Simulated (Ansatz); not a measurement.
Phonons of AlN

Level of theory: DFT, PBEsol, scalar-relativistic, no spin polarisation; plane waves to 420 eV with PAW datasets (Ansatz 0.2.0), Gaussian smearing of 0.05 eV; PAW files: Ansatz's generated set soft_2.

```cif
data_structure
_symmetry_space_group_name_H-M 'P 1'
_symmetry_Int_Tables_number 1
_cell_length_a 3.1138
_cell_length_b 3.1138
_cell_length_c 4.9836
_cell_angle_alpha 90.000
_cell_angle_beta 90.000
_cell_angle_gamma 120.000
_cell_volume 41.85
loop_
_atom_site_label
_atom_site_type_symbol
_atom_site_fract_x
_atom_site_fract_y
_atom_site_fract_z
_atom_site_occupancy
Al1 Al 0.33333 0.66667 0.00151 1
Al2 Al 0.66667 0.33333 0.50151 1
N1 N 0.33333 0.66667 0.38349 1
N2 N 0.66667 0.33333 0.88349 1
```

The chain of runs began from a cell as deposited in COD, expanded in volume.

Force constants come from finite displacements in a 2×2×2 supercell (the unit cell's 8×8×6 k-mesh, folded to it); the long-range dipole term is included. Points in reciprocal vectors of this cell: Γ = (0.000, 0.000, 0.000), M = (0.500, 0.000, 0.000), K = (0.333, 0.333, 0.000), A = (0.000, 0.000, 0.500), L = (0.500, 0.000, 0.500), H = (0.333, 0.333, 0.500).

Task: Is the structure dynamically stable along this path, and where does the spectrum end?

Result: Yes: no branch is imaginary beyond numerical noise. The highest frequency is 895 cm⁻¹, at Γ. Points that don't fit the supercell are interpolated. At Γ the polar modes depend on the direction of approach; the table gives the limit along the path's first leg.

Frequencies at the named points (cm⁻¹, imaginary ones negative):
```
point                                         ω (cm⁻¹)
    Γ        0 0 0 235 235 542 605 651 651 662 712 895
    M  220 300 335 396 494 515 630 651 665 666 720 737
    K  343 343 360 461 463 463 635 635 682 682 695 707
    A  172 172 172 172 343 343 655 655 655 655 814 814
    L  263 263 291 291 564 564 659 659 663 663 717 717
    H  236 236 434 434 539 539 642 642 677 677 690 690
```

Task: What does the harmonic approximation give for the vibrational free energy, entropy and heat capacity?

Result: Zero-point energy 95.6 meV/atom.
```json
{"T (K)": "100", "F_vib (meV/atom)": "95.2", "S (J/K per mole of atoms)": "1.2", "C_V (J/K per mole of atoms)": "3.1"}
{"T (K)": "200", "F_vib (meV/atom)": "91.9", "S (J/K per mole of atoms)": "5.5", "C_V (J/K per mole of atoms)": "10.0"}
{"T (K)": "300", "F_vib (meV/atom)": "83.6", "S (J/K per mole of atoms)": "10.6", "C_V (J/K per mole of atoms)": "15.4"}
{"T (K)": "400", "F_vib (meV/atom)": "70.0", "S (J/K per mole of atoms)": "15.5", "C_V (J/K per mole of atoms)": "18.6"}
{"T (K)": "500", "F_vib (meV/atom)": "51.6", "S (J/K per mole of atoms)": "19.9", "C_V (J/K per mole of atoms)": "20.5"}
{"T (K)": "600", "F_vib (meV/atom)": "28.9", "S (J/K per mole of atoms)": "23.8", "C_V (J/K per mole of atoms)": "21.7"}
{"T (K)": "700", "F_vib (meV/atom)": "2.5", "S (J/K per mole of atoms)": "27.2", "C_V (J/K per mole of atoms)": "22.5"}
{"T (K)": "800", "F_vib (meV/atom)": "-27.3", "S (J/K per mole of atoms)": "30.2", "C_V (J/K per mole of atoms)": "23.0"}
{"T (K)": "900", "F_vib (meV/atom)": "-60.0", "S (J/K per mole of atoms)": "33.0", "C_V (J/K per mole of atoms)": "23.4"}
{"T (K)": "1000", "F_vib (meV/atom)": "-95.5", "S (J/K per mole of atoms)": "35.4", "C_V (J/K per mole of atoms)": "23.7"}
```

The highest mode, 895 cm⁻¹, is worth 1290 K. At 300 K the heat capacity has reached 62 % of the classical limit 3R = 24.9 J/K per mole of atoms, since the stiffer modes are still partly frozen out.

It ran for 41 s on 4 threads of Arm Neoverse V2, on a shared host, peak memory 1.1 GiB.

